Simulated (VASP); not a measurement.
A run of VASP 6.6.1 is set up as follows.

INCAR

```
PREC = Accurate ; ENCUT = 400
EDIFF = 1E-7 ; ISMEAR = 0
SIGMA = 0.02 ; LREAL = F
LASPH = T ; NELM = 80
ALGO = Normal ; ISIF = 3
LWAVE = F ; LCHARG = F
GGA = BO ; LUSE_VDW = T
AGGAC = 0.0 ; PARAM1 = 0.1833333333
PARAM2 = 0.22 ; IBRION = 2
NSW = 40 ; EDIFFG = -0.003
PSTRESS = 0
```

The input KPOINTS:

```
regular mesh
0
Gamma
  12 12 6
```

The input POSCAR:

```
HfS2
1.0
    3.6396641800      0.0000000000      0.0000000000
   -1.8198320900      3.1520416411      0.0000000000
    0.0000000000      0.0000000000      6.0555624700
Hf S
1 2
Direct
    0.0000000000      0.0000000000      0.0000000000
    0.6666666700      0.3333333300      0.7639520500
    0.3333333300      0.6666666700      0.2360479500
```

Potentials or basis: VASP PAW PBE potentials, release 64 (Hf_pv, S).

Run with:

```sh
$ cat potpaw_PBE.64/Hf_pv/POTCAR potpaw_PBE.64/S/POTCAR > POTCAR
$ mpirun -np 1 vasp_std > vasp.out
```

(1) Predict the space group after relaxing (to 0.05 Å).

(2) Predict the relaxed cell.

(3) Predict the relaxed volume.

Answers

(1) P-3m1 (No. 164).

(2) a = 3.636 Å, b = 3.636 Å, c = 5.870 Å, α = 90.00°, β = 90.00°, γ = 120.00°.

(3) 22.40 Å³/atom.

Caveat: the PAW data sets were made with another functional, which shifts forces and pressure a little.
